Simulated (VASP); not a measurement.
A run of VASP 6.6.1:

File INCAR:

```
SYSTEM = Be
PREC = Accurate
ENCUT = 600
EDIFF = 1E-6
ISMEAR = -1
SIGMA = 0.05
LREAL = .False.
LASPH = .True.
NELM = 100
ALGO = Fast
ISIF = 3
LWAVE = .False.
LCHARG = .False.
GGA = RE
IVDW = 1
IBRION = 2
NSW = 40
EDIFFG = -0.02
```

KPOINTS

```
Automatic mesh
0
Gamma
  14 14 14
  0 0 0
```

POSCAR

```
Be
1.0
    0.0000000000      1.5790500000      1.5790500000
    1.5790500000      0.0000000000      1.5790500000
    1.5790500000      1.5790500000      0.0000000000
Be
1
Direct
    0.0000000000      0.0000000000      0.0000000000
```

Potentials or basis: VASP PAW PBE potentials, release 64 (Be).

Launch:

```console
$ cat potpaw_PBE.64/Be/POTCAR > POTCAR
$ mpirun -np 1 vasp_std > vasp.out
```

Hardware: 1 thread of Intel(R) Xeon(R) Platinum 8375C CPU @ 2.90GHz (Ice Lake) (shared host).

Problem. Estimate the wall time of this run.

Solution. Run time: 5.4 s on 1 thread of Intel(R) Xeon(R) Platinum 8375C CPU @ 2.90GHz (Ice Lake), with other jobs on the host, peak memory 0.12 GiB. Counts: scf iterations 16, k points 104, ion steps 3.
